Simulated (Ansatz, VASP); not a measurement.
# GaN in two plane-wave programs, part 2 of 2

Aim: how closely do two programs agree when they are given the same cell, functional and k mesh?

VASP 6.6.1 and Ansatz 0.2.0.

So far. Step 4 (Side by side): The walks stopped with -0.02 GPa left in Ansatz and 0.00 GPa in VASP; each walk ends within a tolerance, so the volume difference is uncertain by about these residues over the bulk modulus, most in soft cells.

## (5) Ansatz: zone-centre phonons, LDA

Level of this step: Ansatz beside VASP: Kohn-Sham DFT, plane waves, LDA (Ansatz).

Second derivatives magnify differences that forces hide, and they need a tight electronic threshold.

input.yaml

```yaml
crystal:
  lattice:
    - [0.0, 2.2303295905, 2.2303295905]
    - [2.2303295905, 0.0, 2.2303295905]
    - [2.2303295905, 2.2303295905, 0.0]
  atoms:
    - { symbol: Ga, position: [0.0, 0.0, 0.0] }
    - { symbol: "N", position: [0.25, 0.25, 0.25] }
hamiltonian:
  xc: lda
  pseudopotentials: { kind: paw }
kpoints:
  mp_grid: { grid: [11, 11, 11] }
scf:
  occupations: { method: fixed }
phonons:
  method: dfpt
  qpoints: [[0, 0, 0]]
  dielectric: true
  rigid_motions: translations
```

Started as:

```console
$ ansatz run input.yaml --threads 4 --pin off --max-ram 9216MiB --backend cpu --events-out ev --progress --plain --runs-dir out
```

Numbers of over 12 decimals in the logs are rounded to 6 here.

What it wrote:

```text
[...]
Crystal: 2 atoms, lattice volume = 22.189 Å³
Basis set: ecut = 420 eV, 411 PW (Γ), exchange–correlation on 48×48×48 points (8 copies of the dense FFT grid, shifted against one another)
Bands: 13, of which v1, the nominal top of the filled ones, is band 9 counted from 1 (8 counted from 0)
Symmetry: 24 space group operations
k-points: 216 of 1331 (irreducible under 4 space group operations, time reversal used)
[...]
728.39      1            13.7374
  optical modes at Γ + LO–TO along q̂ = [0.0000, 0.0000, 1.0000]:
      ω (cm⁻¹)  modes    IR ((D/Å)²/amu)
        549.86      2            27.4749
        728.39      1            13.7374
--- Phonons (arbitrary-q DFPT): 1 explicit q-point ---
  q = [0, 0, 0] (of the zone-centre solve; hermiticity 1.31e-7, symmetrization 6.94e-14): -0.00 0.00 0.00 549.86 549.86 549.86
  sum rule: each row above includes the acoustic sum rule's correction from the zone centre's row sums; it moved no ω² by more than (0.25 cm⁻¹)²
[key lines of the parts left out:]
SCF converged after 8 iterations
Free energy (F): -4082.083147 eV
Fermi energy:    9.761643 eV
```

The job ended after 32 s (4 threads of Arm Neoverse N1, shared host; peak memory 0.58 GiB; 2 min of CPU time).

## (6) VASP: zone-centre phonons, LDA

The same cell, functional (in two slightly different forms) and mesh now go to VASP, with its own data sets and cutoff.

INCAR

```
SYSTEM = GaN
PREC = Accurate
ENCUT = 520
EDIFF = 1E-08
NELM = 100
ISMEAR = 0
SIGMA = 0.01
LREAL = .FALSE.
ALGO = Normal
GGA = CA
NBANDS = 15
LWAVE = .FALSE.
LCHARG = .FALSE.
KPAR = 2
LEPSILON = .TRUE.
IBRION = 8
NSW = 1
```

POSCAR

```
GaN
1.0
    0.0000000000      2.2303295905      2.2303295905
    2.2303295905      0.0000000000      2.2303295905
    2.2303295905      2.2303295905      0.0000000000
Ga N
1 1
Direct
    0.0000000000      0.0000000000      0.0000000000
    0.2500000000      0.2500000000      0.2500000000
```

KPOINTS

```
Automatic mesh
0
Gamma
11 11 11
0 0 0
```

Potentials, in the order of the species: Ga_d and N (PBE family, release 64).

Started as:

```console
$ mpirun -np 2 vasp_std
```

What it wrote:

```text
[banner, memory and clock lines left out]
running    2 mpi-ranks, on    1 nodes
[...]
[... a notice as in an earlier step ...]

 LDA part: xc-table for (Slater(with rela. corr.)+CA(PZ))
 , standard interpolation
 POSCAR, INCAR and KPOINTS ok, starting setup
[...]
entering main loop
       N       E                     dE             d eps       ncg     rms          rms(c)
DAV:   1     0.808450044259E+02    0.80845E+02   -0.94167E+03  1862   0.217E+03
DAV:   2    -0.101955512343E+02   -0.91041E+02   -0.84513E+02  1974   0.335E+02
DAV:   3    -0.158662273508E+02   -0.56707E+01   -0.56479E+01  1827   0.745E+01
DAV:   4    -0.159339344285E+02   -0.67707E-01   -0.67696E-01  2182   0.865E+00
[...]
DAV:  13    -0.139984119130E+02    0.74845E-07   -0.37743E-07  2087   0.718E-03    0.434E-03
DAV:  14    -0.139984118941E+02    0.18896E-07   -0.84359E-08  1926   0.218E-03    0.746E-04
DAV:  15    -0.139984118914E+02    0.26826E-08   -0.27596E-09  1232   0.674E-04
   1 F= -.13998412E+02 E0= -.13998412E+02  d E =-.880960E-37
[...]
RMM:  14    -0.158924406197E+00   -0.39423E-07    0.15200E-07  9074   0.260E-05    0.495E-08
 first order change of Fermi-energy   0.12309E-04
 force on displaced ion       1 direction 1 : -13.149  -0.000  -0.000
 Born effective charge ion    1 direction 1 :   2.625   0.000   0.000
 Linear response progress:
  Degree of freedom:   2/  2
       N       E                     dE             d eps       ncg     rms          rms(c)
RMM:   2    -0.232016129462E+00    0.79843E-02   -0.90641E-03 11381   0.104E+00    0.137E-01
RMM:   3    -0.233019916488E+00   -0.10038E-02   -0.14779E-03 12547   0.338E-01    0.674E-02
RMM:   4    -0.234159046243E+00   -0.11391E-02   -0.34155E-04 12374   0.135E-01    0.168E-02
RMM:   5    -0.234228237182E+00   -0.69191E-04   -0.13663E-05 12884   0.345E-02    0.288E-03
[...]
RMM:  11    -0.234160938516E+00    0.11488E-06   -0.34771E-09 12972   0.381E-05    0.739E-07
RMM:  12    -0.234161086217E+00   -0.14770E-06   -0.30114E-09 11955   0.264E-05    0.215E-07
RMM:  13    -0.234160980717E+00    0.10550E-06   -0.34416E-09  8562   0.229E-05    0.495E-08
 first order change of Fermi-energy   0.31929E-03
 force on displaced ion       2 direction 1 : -13.132  -0.000  -0.000
 Born effective charge ion    2 direction 1 :  -2.627   0.000   0.000
 Born effective charges drift removed
 Linear response finished
```

Parts of OUTCAR (step 6):

```text
  Total       -0.0008112     -0.0008112     -0.0008112      0.0000000     -0.0000000      0.0000000
  in kB       -0.0585720     -0.0585720     -0.0585720      0.0000000     -0.0000000      0.0000000
  external PRESSURE =      -0.0585720 kB  Pullay stress =       0.0000000 kB

 MACROSCOPIC STATIC DIELECTRIC TENSOR (including local field effects in DFT)
 ------------------------------------------------------
           5.753282    -0.000000     0.000000
           0.000000     5.753282    -0.000000
          -0.000000     0.000000     5.753282
 ------------------------------------------------------

 MACROSCOPIC STATIC DIELECTRIC TENSOR IONIC CONTRIBUTION
 ------------------------------------------------------
           4.278253     0.000000     0.000000
           0.000000     4.278253     0.000000
           0.000000     0.000000     4.278253
 ------------------------------------------------------

[... 1 part as in an earlier step ...]

[... 2 further parts left out ...]
```

## (7) Differences

The two programs side by side:

```
                                     quantity  Ansatz   VASP  difference
                                        ε∞ xx    5.79   5.75     +0.57 %
                                        ε∞ yy    5.79   5.75     +0.57 %
                                        ε∞ zz    5.79   5.75     +0.57 %
Born charge of Ga1 (mean of the diagonal) (e)    2.64   2.63       +0.01
 Born charge of N2 (mean of the diagonal) (e)   -2.64  -2.63       -0.01
                   optical mode 1 to 3 (cm⁻¹)   549.9  553.5     -0.65 %
```

Modes are paired by rising frequency and degeneracy, not by their patterns, so a pair may still set unlike modes beside each other.

## (8) Results

| Quantity | Value |
| --- | --- |
| difference in volume (relaxation of cell and atoms, LDA) | -0.35 % |
| r.m.s. difference of the optical zone-centre modes, each program's sorted by frequency (zone-centre phonons, LDA) | 3.6 cm⁻¹ |
| difference in optical mode 1 to 3 (zone-centre phonons, LDA) | -0.7 % |

**Reading.** The difference in volume is -0.35 % (relaxation of cell and atoms, LDA), within the 1.2 % picked in this series as the mark of a large difference, as far as the stopping tolerances let one tell. Among the rows given in per cent, the largest difference of the zone-centre phonons, LDA pair is in optical mode 1 to 3, -0.7 %. How closely two codes agree says nothing of how well the functional describes the real material.

[Lines on the potential files, build, host, timing and source positions are cut from VASP's logs without a mark.]

[Logs are printed without paths, hosts, clocks, repeated set-up lines and the standing remarks that a program may print on its own settings, such as how far it seeks lower states.]

[Hosts, paths, dates, database ids (printed as entryN), source tags and the programs' standing remarks are cut or masked in the printed files.]
